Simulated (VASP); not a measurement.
A run of VASP 6.6.1 is set up as follows.

The input INCAR:

```
SYSTEM = Na
PREC = Accurate ; ENCUT = 520
EDIFF = 1E-8 ; ISMEAR = -1
SIGMA = 0.05 ; LREAL = .FALSE.
LASPH = .TRUE. ; NELM = 100
ALGO = Normal ; ISIF = 2
LWAVE = .FALSE. ; LCHARG = .FALSE.
GGA = PS ; LEFG = .TRUE.
NBANDS = 14
```

Contents of KPOINTS:

```
regular mesh
0
G
  13 13 7
  0 0 0
```

The input POSCAR:

```
Na
1.0
    3.7670009976      0.0000000000      0.0000000000
   -1.8835004988      3.2623185600      0.0000000000
    0.0000000000      0.0000000000      6.1540000000
Na
2
Direct
    0.3333333333      0.6666666667      0.2500000000
    0.6666666667      0.3333333333      0.7500000000
```

Potentials or basis: VASP PAW PBE potentials, release 64 (Na_pv).

The run is started by

```bash
$ cat potpaw_PBE.64/Na_pv/POTCAR > POTCAR
$ mpirun -np 1 vasp_std > vasp.out
```

(1) Estimate the pressure.

(2) Predict the band gap on the k mesh.

Answers

(1) -0.3 GPa.

(2) none (metal or under the smearing width).

Caveat: the PAW data sets were made with another functional, which shifts forces and pressure a little.
